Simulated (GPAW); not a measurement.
# CoO (I4/mmm) in GPAW: further runs

One crystal, CoO, is run at these levels: PBE, RPBE, PBEsol, BLYP+D4; tasks: single point, electron localisation function.

All numbers are computed with GPAW 26.7.0; they aren't measurements. Logs are shortened: lines on timing, memory, paths and dates and some standing lists are left out, and cuts for length are marked. The log counts tension as positive stress, the text compression.

## Step 1: The structure

The structure is tetragonal, space group I4/mmm (No. 139). The conventional cell has a = 3.016 Å, b = 3.016 Å, c = 4.214 Å, α = 90.00°, β = 90.00°, γ = 90.00°. Co (site symmetry 4/mmm) has 6 O at 2.11 to 2.13 Å as nearest neighbours. Around O (site symmetry 4/mmm) lie 6 Co at 2.11 to 2.13 Å.

## Step 2: Single point, PBE, collinear spin, ferromagnetic start

Contents of run.py:

```python
from ase import Atoms
from ase.dft.bandgap import bandgap
from ase.io import write
from ase.units import GPa
from gpaw import GPAW, PW

atoms = Atoms(['Co', 'O'],
              cell=[[-1.508, 1.508, 2.1072475377],
                    [1.508, -1.508, 2.1072475377],
                    [1.508, 1.508, -2.1072475377]],
              scaled_positions=[[0.0, 0.0, 0.0],
                                [0.5, 0.5, 0.0]],
              pbc=True)
atoms.set_initial_magnetic_moments([2.0, 0.0])

calc = GPAW(mode=PW(800),
            xc='PBE',
            kpts={'size': (12, 12, 12), 'gamma': True},
            occupations={'name': 'methfessel-paxton', 'order': 0, 'width': 0.02},
            nbands=17,
            convergence={'density': 1e-05, 'energy': 1e-05},
            maxiter=150,
            txt='gpaw.txt')
atoms.calc = calc
energy = atoms.get_potential_energy()
forces = atoms.get_forces()
stress = atoms.get_stress()
calc.write('gs.gpw')
write('result.traj', atoms)
print(f'Energy: {energy:.6f} eV')
print('Forces (eV/A):')
print(forces.round(4))
print('Stress (GPa):', (stress / GPa).round(3))
print('Moments:', calc.get_magnetic_moments().round(3))
print('Fermi level:', round(calc.get_fermi_level(), 4), 'eV')
print(f'Gap: {bandgap(calc)[0]:.4f} eV, direct: {bandgap(calc, direct=True)[0]:.4f} eV')
```

Potentials or basis: GPAW PAW data sets (gpaw-data 1.2.1), pw.

On the command line:

```bash
$ OMP_NUM_THREADS=1 python run.py
```

gpaw.txt:

```text
__  _  _
 | _ |_)|_||  |
 |__||  | ||/\| - 26.7.0

Input parameters:
  mode=PW(ecut=800.0),
  convergence={'density': 1e-05, 'energy': 1e-05},
  kpts=MonkhorstPack(size=(12, 12, 12), gamma=True),
  maxiter=150,
  nbands=17,
  occupations=Occupations(name='methfessel-paxton', order=0, width=0.02),
  xc=XC(name='PBE')

Diagonalizing LCAO Hamiltonian
Converting LCAO to pw mode

       O

       Co

Atoms  # Å, Bohr magnetons
|   | symbol |        x |        y |        z |    initial magnetic moments |
|---|--------|----------|----------|----------|-----------------------------|
| 0 |     Co | 0.000000 | 0.000000 | 0.000000 | ( 0.0000,  0.0000,  2.0000) |
| 1 |      O | 0.000000 | 0.000000 | 2.107248 | ( 0.0000,  0.0000,  0.0000) |

Unit cell  # Å
| periodic |         x |         y |         z |  lengths |     angles |
|----------|-----------|-----------|-----------|----------|------------|
|      yes | -1.508000 |  1.508000 |  2.107248 | 2.998103 | 119.604665 |
|      yes |  1.508000 | -1.508000 |  2.107248 | 2.998103 | 119.604665 |
|      yes |  1.508000 |  1.508000 | -2.107248 | 2.998103 |  90.686115 |

Number of symmetries: 16
Symmetry operations  # r_c * U_cc + t_c -> r_c
|    | kind |            matrix            |
|----|------|------------------------------|
|  0 |  σ   |  1, 1, 1,  0, 0,-1,  0,-1, 0 |
|  1 |  C4  |  1, 1, 1,  0, 0,-1, -1, 0, 0 |
|  2 |  E   |  1, 0, 0,  0, 1, 0,  0, 0, 1 |
|  3 |  σ   |  1, 0, 0,  0, 1, 0, -1,-1,-1 |
|  4 |  σ   |  0, 1, 0,  1, 0, 0,  0, 0, 1 |
|  5 |  C2  |  0, 1, 0,  1, 0, 0, -1,-1,-1 |
|  6 |  C2  |  0, 0, 1, -1,-1,-1,  1, 0, 0 |
|  7 |  S4  |  0, 0, 1, -1,-1,-1,  0, 1, 0 |
|  8 |  C4  |  0, 0,-1,  1, 1, 1,  0,-1, 0 |
|  9 |  σ   |  0, 0,-1,  1, 1, 1, -1, 0, 0 |
| 10 |  σ   |  0,-1, 0, -1, 0, 0,  1, 1, 1 |
| 11 |  C2  |  0,-1, 0, -1, 0, 0,  0, 0,-1 |
| 12 |  C2  | -1, 0, 0,  0,-1, 0,  1, 1, 1 |
| 13 |  i   | -1, 0, 0,  0,-1, 0,  0, 0,-1 |
| 14 |  S4  | -1,-1,-1,  0, 0, 1,  1, 0, 0 |
| 15 |  C2  | -1,-1,-1,  0, 0, 1,  0, 1, 0 |

BZ-sampling:
  Number of BZ points: 1728
  Number of IBZ points: 163

  Monkhorst-Pack size: [12, 12, 12]
  Monkhorst-Pack shift: [0.041666666666666664, 0.041666666666666664, 0.041666666666666664]

K-points  # in reciprocal-cell coordinates
|     |                                coordinates |     weight |
|-----|--------------------------------------------|------------|
|   0 | ( -0.00000000,  -0.00000000,  -0.00000000) | 0.00057870 |
|   1 | (  0.08333333,  -0.08333333,  -0.00000000) | 0.00231481 |
|   2 | (  0.08333333,  -0.08333333,   0.08333333) | 0.00231481 |
|   3 | (  0.08333333,  -0.00000000,  -0.00000000) | 0.00462963 |
|   4 | (  0.08333333,   0.08333333,  -0.08333333) | 0.00115741 |
|   5 | (  0.16666667,  -0.16666667,  -0.00000000) | 0.00231481 |
|   6 | (  0.16666667,  -0.16666667,   0.08333333) | 0.00462963 |
|   7 | (  0.16666667,  -0.16666667,   0.16666667) | 0.00231481 |
|   8 | (  0.16666667,  -0.08333333,  -0.00000000) | 0.00925926 |
|   9 | (  0.16666667,  -0.08333333,   0.08333333) | 0.00462963 |
| ... |                                            |            |
| 162 | (  0.50000000,   0.50000000,   0.50000000) | 0.00057870 |

Plane wave coefficients: 1000
Cutoff: 800.0 eV

Spin-components: 2 (collinear spins)
Bands:           17
Projectors:      11
Spin-degeneracy: 1
Datatype:        complex128

Parallelization:
  kpt:    1
  domain: 1
  band:   1

Density:
  Valence electrons: 15.0
  Components: 2
  Grid points: [20 20 20]
  Charge: 0.0  # |e|

Potential:
  Grid points: [20 20 20]

species:
  Co:
    name:    Cobalt
    Z:       27.0
    valence: 9
    core:    18
    charge:  0.0  # [|e|]
    compensation charges:
      type: gauss
      rc: 0.32  # [Å]
      lmax: 2
    cutoffs:
      filter: 1.87  # [Å]
      core: 2.55  # [Å]
    projectors
    | kind |    occ | energy [eV] | rcut [Å] |
    |------|--------|-------------|----------|
    |   4s |  2.000 |      -5.469 |    1.005 |
    |   4p |  0.000 |      -1.277 |    1.058 |
    |   3d |  7.000 |      -8.205 |    1.005 |
    |    s |        |      21.742 |    1.005 |
    |    p |        |      25.934 |    1.058 |
    |    d |        |      19.007 |    1.005 |

    Using partial waves for Co as LCAO basis

  O:
    name:    Oxygen
    Z:       8.0
    valence: 6
    core:    2
    charge:  0.0  # [|e|]
    compensation charges:
      type: gauss
      rc: 0.21  # [Å]
      lmax: 2
    cutoffs:
      filter: 1.17  # [Å]
      core: 0.83  # [Å]
    projectors
    | kind |    occ | energy [eV] | rcut [Å] |
    |------|--------|-------------|----------|
    |   2s |  2.000 |     -23.961 |    0.688 |
    |   2p |  4.000 |      -9.029 |    0.598 |
    |    s |        |       3.251 |    0.688 |
    |    p |        |      18.182 |    0.598 |
    |    d |        |       0.000 |    0.619 |

    Using partial waves for O as LCAO basis

Reference energy: -39943.562207  # eV

eigensolver:
  PPCG
  Converge bands: occupied
  niter=2

density mixing:
  MSR1-Mixer
  Pratt-step length: 0.05
  Maximum mixing coefficient: 0.75
  Old densities: 10
  SVD Regularization: 0.005
  Good broyden scale: 1.0
  Trust region scale: 1.0
  Backstep threshold: 4.0
  History deletion threshold: 6.0
  Fourier metric: weight=20.0, sigma=0.015

occupation numbers:
  Methfessel-Paxton:
    width: 0.0200  # eV
    order: 0

poisson solver:
  ecut: 6400.0  # eV

xc functional:
  name: PBE with 2 nearest neighbor stencil

convergence criteria:
- Maximum integral of absolute [dens]ity change: 1e-05 electrons / valence electron
- Maximum [total energy] change in last 3 cyles: 1e-05 eV / valence electron
- Maximum integral of absolute [eigenst]ate change: 4e-08 eV^2 / valence electron
maximum number of iterations: 150

SCF iterations
|iter     | |      energy | eigst |  dens |  magmom |
|---------|-|-------------|-------|-------|---------|
|iter:   1| |  -14.736620 | -0.04 |       |  +2.0015|
|iter:   2| |  -14.580190 | -2.09 | -0.83 |  +2.0378|
|iter:   3| |  -14.321795 | -2.03 | -0.90 |  +2.1770|
|iter:   4| |  -14.384805 | -2.68 | -1.25 |  +2.3079|
|iter:   5| |  -14.443323 | -2.67 | -1.48 |  +2.5172|
|iter:   6| |  -14.463980 | -3.00 | -1.82 |  +2.7537|
|iter:   7| |  -14.464143 | -3.22 | -1.68 |  +2.9025|
|iter:   8| |  -14.465290 | -4.40 | -2.33 |  +2.9445|
|iter:   9| |  -14.465376 | -5.39 | -2.80 |  +2.9378|
|iter:  10| |  -14.465396c| -5.25 | -3.09 |  +2.9549|
|iter:  11| |  -14.465410c| -5.76 | -3.22 |  +2.9431|
|iter:  12| |  -14.465411c| -6.78 | -3.79 |  +2.9455|
|iter:  13| |  -14.465412c| -7.16 | -4.12 |  +2.9450|
|iter:  14| |  -14.465412c| -7.68c| -4.49 |  +2.9454|
|iter:  15| |  -14.465412c| -8.21c| -4.90 |  +2.9452|
|iter:  16| |  -14.465412c| -8.92c| -6.01c|  +2.9452|

Converged in 16 steps
Energy contributions relative to reference atoms: (reference = -39943.562207)

Energy contributions:
  Kinetic:          28.052966
  Coulomb:         -24.538105
  Zero:              0.106592
  External:          0.000000
  Xc:              -18.086489
  Entropy:          -0.000750
  Spinorbit:         0.000000
  ----------------------------
  Free energy:     -14.465787
  Extrapolated:    -14.465412

dipole moment: (-8.248100, -8.248100, 0.307484)  # |e|*Ang

Total magnetic moment: (0.000000, 0.000000, 2.945224)

Local magnetic moments
|        x |        y |        z |
|----------|----------|----------|
| 0.000000 | 0.000000 | 2.537220 |  # Co   0
| 0.000000 | 0.000000 | 0.239871 |  # O    1

Fermi level: 8.912
Eigenvalues  # (at kpt = [-0.000, -0.000, -0.000])
| band index |      eig [eV] | occ [0-1] |      eig [eV] | occ [0-1] |
|------------|---------------|-----------|---------------|-----------|
|          0 |       -11.459 |     1.000 |       -10.955 |     1.000 |
|          1 |         5.588 |     1.000 |         6.175 |     1.000 |
|          2 |         5.602 |     1.000 |         6.232 |     1.000 |
|          3 |         5.621 |     1.000 |         6.232 |     1.000 |
|          4 |         5.662 |     1.000 |         7.765 |     1.000 |
|          5 |         5.662 |     1.000 |         7.765 |     1.000 |
[... 9 lines left out ...]
|         15 |        30.156 |     0.000 |        31.158 |     0.000 |
|         16 |        30.588 |     0.000 |        31.612 |     0.000 |

No gap
No difference between direct/indirect transitions

Forces  # eV/Ang
|       x |       y |       z |
|---------|---------|---------|
| 0.00000 | 0.00000 | 0.00000 |  # Co   0
| 0.00000 | 0.00000 | 0.00000 |  # O    1

Stress tensor  # eV/Ang^3
|         x |         y |         z |
|-----------|-----------|-----------|
| -0.003261 |  0.000000 | -0.000000 |
|  0.000000 | -0.003261 | -0.000000 |
| -0.000000 | -0.000000 | -0.005074 |

# Writing to gs.gpw (mode='')
```

Run time: 1.8 min. Hardware: 1 thread of Arm Neoverse V2, shared host; peak memory 0.27 GiB.

What came out:

| Quantity | Value |
| --- | --- |
| Free energy | -14.4658 eV |
| Pressure | 0.6 GPa |
| Band gap on the k mesh | none (metal or under the smearing width) |
| Net moment | 2.95 μB per cell |
| Site moments | Co +2.54; O +0.24 μB |

Stress tensor (GPa, compression positive):
```
0.52 0.00 0.00
0.00 0.52 0.00
0.00 0.00 0.81
```

Caveat: a cell with one magnetic atom can't hold antiferromagnetic order, which such compounds often take; semilocal functionals often make such compounds metallic where correlation or magnetic order opens a gap, which also shifts bond lengths. With open d or f shells a metallic result of PBE can be an artefact of self-interaction; +U or a hybrid may open a gap.

## Step 3: Single point, RPBE, collinear spin, ferromagnetic start

Contents of run.py:

```python
from ase.dft.bandgap import bandgap
from ase.io import read, write
from ase.units import GPa
from gpaw import GPAW, PW

atoms = read('POSCAR')
atoms.set_initial_magnetic_moments([2.0, 0.0])

calc = GPAW(mode=PW(800),
            xc='RPBE',
            kpts={'size': (12, 12, 12), 'gamma': True},
            occupations={'name': 'methfessel-paxton', 'order': 0, 'width': 0.05},
            nbands=17,
            convergence={'density': 1e-05, 'energy': 1e-05},
            maxiter=150,
            txt='gpaw.txt')
atoms.calc = calc
energy = atoms.get_potential_energy()
forces = atoms.get_forces()
stress = atoms.get_stress()
calc.write('gs.gpw')
write('result.traj', atoms)
print(f'Energy: {energy:.6f} eV')
print('Forces (eV/A):')
print(forces.round(4))
print('Stress (GPa):', (stress / GPa).round(3))
print('Moments:', calc.get_magnetic_moments().round(3))
print('Fermi level:', round(calc.get_fermi_level(), 4), 'eV')
print(f'Gap: {bandgap(calc)[0]:.4f} eV, direct: {bandgap(calc, direct=True)[0]:.4f} eV')
```

Contents of POSCAR:

```
CoO
1.0
   -1.5080000000      1.5080000000      2.1072475377
    1.5080000000     -1.5080000000      2.1072475377
    1.5080000000      1.5080000000     -2.1072475377
Co O
1 1
Direct
    0.0000000000      0.0000000000      0.0000000000
    0.5000000000      0.5000000000      0.0000000000
```

Potentials or basis: the program's PAW data sets (release 1.2.1) made for this functional, pw.

On the command line:

```bash
$ OMP_NUM_THREADS=1 python run.py
```

Wall time 1.8 min (1 thread of Arm Neoverse V2, shared host); peak memory 0.27 GiB.

The run converged. Its results:

```
Free energy            : -13.6335 eV
Pressure               : 6.8 GPa
Band gap on the k mesh : none (metal or under the smearing width)
Net moment             : 2.97 μB per cell
Site moments           : Co +2.56; O +0.24 μB
```

Stress tensor (GPa, compression positive):
```
6.75 0.00 0.00
0.00 6.75 0.00
0.00 0.00 6.92
```

Levels at points of the mesh, in eV from the Fermi level:
Spin up:
| k point | band 5 | band 6 | band 7 | band 8 | band 9 | band 10 | band 11 | band 12 | band 13 |
| --- | --- | --- | --- | --- | --- | --- | --- | --- | --- |
| (0.00, 0.00, 0.00) | -3.25 | -3.25 | -3.24 | -3.24 | -3.07 | 0.93 | 16.84 | 18.02 | 18.02 |
| (0.50, 0.00, 0.50) | -2.48 | -2.42 | -1.88 | 0.01 | 0.07 | 4.99 | 9.35 | 13.27 | 13.54 |
| (0.50, 0.50, 0.00) | -4.09 | -3.04 | -2.50 | -2.20 | -2.08 | 5.82 | 9.76 | 11.66 | 15.74 |
| (0.50, 0.50, 0.50) | -3.97 | -2.99 | -2.52 | -2.21 | -2.21 | 5.83 | 9.91 | 11.56 | 15.68 |
Spin down:
```csv
k point,band 2,band 3,band 4,band 5,band 6,band 7,band 8,band 9,band 10,band 11
"(0.00, 0.00, 0.00)",-2.72,-2.66,-2.66,-1.14,-1.14,-1.12,0.09,0.17,1.47,16.62
"(0.50, 0.00, 0.50)",-7.76,-4.76,-4.71,-0.15,-0.09,0.18,2.79,2.82,5.22,10.18
"(0.50, 0.50, 0.00)",-6.60,-4.00,-3.90,-2.29,0.10,0.16,0.60,1.11,6.72,10.22
"(0.50, 0.50, 0.50)",-6.58,-3.99,-3.99,-2.32,0.15,0.15,0.68,1.06,6.72,10.36
```

Caveat: a cell with one magnetic atom can't hold antiferromagnetic order, which such compounds often take; semilocal functionals often make such compounds metallic where correlation or magnetic order opens a gap, which also shifts bond lengths. With open d or f shells a metallic result of RPBE can be an artefact of self-interaction; +U or a hybrid may open a gap.

## Step 4: Single point, PBEsol, collinear spin, ferromagnetic start

Edit run.py of step 3 so:

```diff
@@ -1,7 +1,16 @@
+from ase import Atoms
 from ase.dft.bandgap import bandgap
-from ase.io import read, write
+from ase.io import write
 from ase.units import GPa
-from gpaw import GPAW, PW
+from gpaw import GPAW, PW, setup_paths
 
-atoms = read('POSCAR')
+setup_paths.insert(0, '.')
+
+atoms = Atoms(['Co', 'O'],
+              cell=[[-1.508, 1.508, 2.1072475377],
+                    [1.508, -1.508, 2.1072475377],
+                    [1.508, 1.508, -2.1072475377]],
+              scaled_positions=[[0.0, 0.0, 0.0],
+                                [0.5, 0.5, 0.0]],
+              pbc=True)
 atoms.set_initial_magnetic_moments([2.0, 0.0])
@@ -9,5 +18,5 @@
 calc = GPAW(mode=PW(800),
-            xc='RPBE',
+            xc='PBEsol',
             kpts={'size': (12, 12, 12), 'gamma': True},
-            occupations={'name': 'methfessel-paxton', 'order': 0, 'width': 0.05},
+            occupations={'name': 'methfessel-paxton', 'order': 0, 'width': 0.1},
             nbands=17,
```

Potentials or basis: PAW data sets generated in the run's folder for this functional, pw.

On the command line:

```bash
$ gpaw-setup -f PBEsol Co O
$ OMP_NUM_THREADS=1 python run.py
```

Wall time 98 s (1 thread of Arm Neoverse V2, shared host); peak memory 0.27 GiB.

Results (log left out):

```yaml
Free_energy: -15.3789 eV
Pressure: -8.2 GPa
Band_gap_on_the_k_mesh: none (metal or under the smearing width)
Net_moment: 2.95 μB per cell
Site_moments: Co +2.53; O +0.25 μB
```

Stress tensor (GPa, compression positive):
```
-8.39  0.00  0.00
 0.00 -8.39  0.00
 0.00  0.00 -7.89
```

Levels at points of the mesh, in eV from the Fermi level:
Spin up:
```
           k point  band 7  band 8  band 9  band 10  band 11  band 12
(0.00, 0.00, 0.00)   -3.24   -3.24   -3.14     0.74    16.52    17.79
(0.50, 0.00, 0.50)   -1.89    0.01    0.10     4.72     9.13    12.98
(0.50, 0.50, 0.00)   -2.43   -2.16   -2.12     5.58     9.50    11.43
(0.50, 0.50, 0.50)   -2.42   -2.17   -2.17     5.58     9.66    11.30
```
Spin down:
```
           k point  band 2  band 3  band 4  band 5  band 6  band 7  band 8  band 9  band 10  band 11
(0.00, 0.00, 0.00)   -2.79   -2.73   -2.73   -1.16   -1.16   -1.11   -0.16   -0.15     1.31    16.45
(0.50, 0.00, 0.50)   -7.90   -4.89   -4.85   -0.14   -0.10    0.19    2.56    2.64     5.03     9.97
(0.50, 0.50, 0.00)   -6.72   -4.09   -3.99   -2.35    0.14    0.18    0.33    0.84     6.43    10.02
(0.50, 0.50, 0.50)   -6.70   -4.07   -4.07   -2.35    0.16    0.16    0.37    0.84     6.43    10.15
```

Caveat: a cell with one magnetic atom can't hold antiferromagnetic order, which such compounds often take; semilocal functionals often make such compounds metallic where correlation or magnetic order opens a gap, which also shifts bond lengths. With open d or f shells a metallic result of PBEsol can be an artefact of self-interaction; +U or a hybrid may open a gap.

[end of part 1 of 2]
